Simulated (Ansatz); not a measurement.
Runs of Ansatz 0.2.0 on SrO. Symmetry: Fm-3m, No. 225, cubic system. The conventional cell has a = 5.133 Å, b = 5.133 Å, c = 5.133 Å, α = 90.00°, β = 90.00°, γ = 90.00°. Around Sr (site symmetry m-3m) lie 6 O at 2.57 Å. Around O (site symmetry m-3m) lie 6 Sr at 2.57 Å. 

```tsv
task	level	spin	cell	k mesh	smearing	points for each segment of the path	gap on the mesh (eV)	pressure (GPa)	relaxed volume (Å³/atom)
single point	PBE	off	as given	9 × 9 × 9	gaussian 0.011 eV	-	3.37	3.3	-
relaxation of cell and atoms	LDA	off	relaxed	9 × 9 × 9	fermi-dirac 0.05 eV	-	3.18	0.0	(b)
band structure	LDA	SOC, no magnetisation	as given	7 × 7 × 7	fermi-dirac 0.05 eV	14	3.23	-3.8	-
band structure	PBEsol	off	as given	9 × 9 × 9	fermi-dirac 0.05 eV	14	3.26	-0.6	-
band structure	LDA	off	as given	9 × 9 × 9	fermi-dirac 0.05 eV	14	3.21	-3.8	-
band structure	PBE	off	as given	9 × 9 × 9	fermi-dirac 0.05 eV	14	3.37	3.3	-
relaxation of cell and atoms	PBEsol	off	relaxed	9 × 9 × 9	fermi-dirac 0.05 eV	-	(a)	0.0	16.81
band structure	PBE	SOC, no magnetisation	as given	7 × 7 × 7	fermi-dirac 0.05 eV	14	3.39	3.3	-
relaxation of cell and atoms	PBE	off	relaxed	9 × 9 × 9	fermi-dirac 0.05 eV	-	3.38	0.0	17.52
```

Alike in all rows: potentials or basis Ansatz PAW; cutoff (eV) 420.

Q: Estimate the missing entries.

A: (a) 3.25; (b) 16.24.

Caveats: the PAW data sets come from PBE, with cores solved anew for the run's functional, which leaves a small shift of forces and pressure (some runs); the k mesh misses the band edges, so the gap on the mesh is wider than the one along the path (some runs); odd divisions of the mesh miss points on the zone boundary, where band edges often lie, so the gap on the mesh can be too wide (some runs); the plane-wave basis is chosen anew once the cell has moved, so the energies of steps on either side of that aren't comparable (some runs).

A k mesh can miss the band edges, and rows without SOC leave out spin-orbit coupling on Sr.
